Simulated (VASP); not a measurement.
Runs of VASP 6.6.1 on Ni. The structure is cubic, space group Fm-3m (No. 225). The conventional cell has a = 3.475 Å, b = 3.475 Å, c = 3.475 Å, α = 90.00°, β = 90.00°, γ = 90.00°. Around Ni (site symmetry m-3m) lie 12 Ni at 2.46 Å. 

```csv
level,gap on the mesh (eV),pressure (GPa),moment (μB),relaxed volume (Å³/atom)
PBE+D3(BJ),none,-0.1,0.70,10.53
PBE+TS,none,0.1,0.69,10.05
PBE+D4,none,0.0,0.70,(b)
PBE+D2,none,0.0,0.70,10.37
PBE,none,0.1,(a),10.91
```

Alike in all rows: task relaxation of cell and atoms; potentials or basis VASP PAW PBE potentials, release 64 (Ni); spin collinear, ferromagnetic start; cell relaxed; k mesh 10 × 10 × 10; cutoff (eV) 600; smearing fermi-dirac 0.05 eV.

Problem. Fill in the values left out.

Solution. (a) 0.71; (b) 10.57.

Caveats: pairwise dispersion overbinds metals, which lowers pressure and volume (some runs); atom-pairwise D2, TS and ULG terms overbind metals (some runs).

A gap of «none» marks a metal or a gap under the smearing width.
